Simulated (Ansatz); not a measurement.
# Lattice vibrations of CdTe at Γ at -4.3 GPa

The calculation used DFT LDA, scalar-relativistic, plane waves, PAW (Ansatz). Cutoff 420 eV, 12×12×12 k-points (Γ-centred), Fermi-Dirac smearing of 0.15 eV. No spin polarisation. Phonons by linear response, acoustic sum rule imposed.

The cell is fixed (symmetry leaves no force on the atoms) and stands under -4.3 GPa:
```
CELL_PARAMETERS angstrom
0.00000 3.05400 3.05400
3.05400 0.00000 3.05400
3.05400 3.05400 0.00000
ATOMIC_POSITIONS crystal
Cd 0.00000 0.00000 0.00000
Te 0.50000 0.50000 0.50000
```

The cell is the ideal cubic rocksalt prototype; this isn't the usual structure of the compound. In a metal, frequencies and elastic constants depend on the k mesh and the smearing, soft modes and shear constants most.

(1) Is this structure stable against zone-centre distortions?

(2) List the optical modes at Γ (i marks imaginary ones).

## Answers

(1) Yes, at Γ: no optical mode is imaginary. Strains and other wave vectors aren't tested by this run.

(2)
```
frequency (THz) degeneracy
           1.73           3
```

Cost: 1 run of about 1.6 core-minutes, on Intel Xeon Processor @ 2.50GHz (Skylake/Cascade Lake) (shared hosts).